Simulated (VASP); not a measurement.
Write the native input for VASP 6.6.1 that does the following.

```
Task                   : band structure
Functional             : r2SCAN
Potentials or basis    : VASP PAW PBE potentials, release 64 (Ga_d, Sb)
Cutoff                 : 520 eV
k mesh                 : 9 × 9 × 9
Occupations            : gaussian, width 0.02 eV
Spin                   : no spin polarisation
Further INCAR settings : ALGO = Normal; EDIFF = 1e-06
```

The structure of GaSb lies in POSCAR:

```
GaSb                                    
1.0
   -0.0000000000      3.0668193272      3.0668193272
    3.0668193272      0.0000000000      3.0668193272
    3.0668193272      3.0668193272     -0.0000000000
  Ga              Sb            
     1     1
Direct
     0.0000000000000000    0.0000000000000000    0.0000000000000000
     0.7500000000000000    0.7500000000000000    0.7500000000000000
```

The cell is a database's computed one.

These files were run (other wordings do the same):

INCAR

```
SYSTEM = GaSb
ALGO     = Normal         ! electronic algorithm
EDIFF    = 1E-6           ! SCF threshold, eV
ENCUT    = 520            ! plane-wave cutoff, eV
ISIF     = 2              ! what is computed and relaxed
ISMEAR   = 0              ! smearing method
LASPH    = .TRUE.         ! aspherical terms in the spheres
LCHARG   = .FALSE.        ! write CHGCAR
LMIXTAU  = .TRUE.       
LREAL    = .FALSE.        ! projectors in reciprocal space
LWAVE    = .FALSE.        ! write WAVECAR
METAGGA  = R2SCAN         ! meta-GGA
NELM     = 80             ! most SCF steps
PREC     = Accurate       ! precision mode
SIGMA    = 0.02           ! smearing width, eV
```

KPOINTS

```
k-points
0
G
  9 9 9
  0 0 0
```

KPOINTS_OPT

```
path GXWKGLUWLK,UX
20
line-mode
reciprocal
 0.0000000000  0.0000000000  0.0000000000  G
 0.5000000000  0.0000000000  0.5000000000  X

 0.5000000000  0.0000000000  0.5000000000  X
 0.5000000000  0.2500000000  0.7500000000  W

 0.5000000000  0.2500000000  0.7500000000  W
 0.3750000000  0.3750000000  0.7500000000  K

 0.3750000000  0.3750000000  0.7500000000  K
 0.0000000000  0.0000000000  0.0000000000  G

 0.0000000000  0.0000000000  0.0000000000  G
 0.5000000000  0.5000000000  0.5000000000  L

 0.5000000000  0.5000000000  0.5000000000  L
 0.6250000000  0.2500000000  0.6250000000  U

 0.6250000000  0.2500000000  0.6250000000  U
 0.5000000000  0.2500000000  0.7500000000  W

 0.5000000000  0.2500000000  0.7500000000  W
 0.5000000000  0.5000000000  0.5000000000  L

 0.5000000000  0.5000000000  0.5000000000  L
 0.3750000000  0.3750000000  0.7500000000  K

 0.6250000000  0.2500000000  0.6250000000  U
 0.5000000000  0.0000000000  0.5000000000  X
```

Potentials or basis: VASP PAW PBE potentials, release 64 (Ga_d, Sb).

Command:

```console
$ cat potpaw_PBE.64/Ga_d/POTCAR potpaw_PBE.64/Sb/POTCAR > POTCAR
$ mpirun -np 1 vasp_std > vasp.out
```

Results of the run:

```yaml
Pressure: 0.0 GPa
Band_gap_on_the_k_mesh: 0.39 eV, direct
Band_gap_along_the_path: 0.39 eV, direct
```

Caveat: the PAW data sets were made with another functional, which shifts forces and pressure a little; spin-orbit coupling is left out, which moves the levels of the heavy elements.

Run time: 3 min on 1 thread of Intel(R) Xeon(R) Platinum 8488C (Sapphire Rapids) (shared host), peak memory 0.2 GiB.
